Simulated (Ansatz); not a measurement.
# GaP under changes of volume

One of the cells (20.240 Å³/atom); the others are scaled copies at fixed shape and fractional positions:

```xyz
2
Lattice="0.0000 2.7252 2.7252 2.7252 0.0000 2.7252 2.7252 2.7252 0.0000" Properties=species:S:1:pos:R:3 pbc="T T T"
Ga    0.0000    0.0000    0.0000
P     4.0879    4.0879    4.0879
```

| Item | Value |
| --- | --- |
| Program | Ansatz 0.2.0 |
| Functional | LDA |
| Potentials or basis | Ansatz PAW |
| Cutoff | 420 eV (not typed: the program's choice for these potentials) |
| k mesh | 8 × 8 × 8 |
| Occupations | fermi-dirac, width 0.05 eV |
| Spin | spin-orbit coupling, no magnetisation |

```csv
volume (Å³/atom),energy over the lowest point (meV/atom),pressure (GPa),gap on the mesh (eV)
19.026,4.37,2.8,1.34
19.431,0.00,0.7,1.38
19.836,?,?,?
20.240,5.50,-2.8,1.46
20.645,14.37,-4.2,1.41
21.050,26.75,-5.5,1.26
21.455,42.23,-6.7,1.11
```

Task: What does the run at 19.836 Å³/atom give?

Result: Energy over the lowest point 0.55 meV/atom; pressure -1.1 GPa; gap on the mesh 1.43 eV.

Worked out: A Birch-Murnaghan fit of order 3 (a polynomial in V^(-2/3)) to the other rows has its minimum at 19.58 Å³/atom with B0 = V·E''(V) = 90 GPa and B' = 4.6. It gives 0.56 meV/atom at 19.836 Å³/atom, against the run's 0.55, and -dE/dV = -1.1 GPa, against -1.1. A parabola through the other rows of the gap, of slope 0.732 eV per unit of ln V there, gives 1.46 eV, against the run's 1.43.

Energies are extrapolated to zero smearing.

Caveats: the PAW data sets come from PBE, with cores solved anew for the run's functional, which leaves a small shift of forces and pressure.

A mesh can miss the band edges.
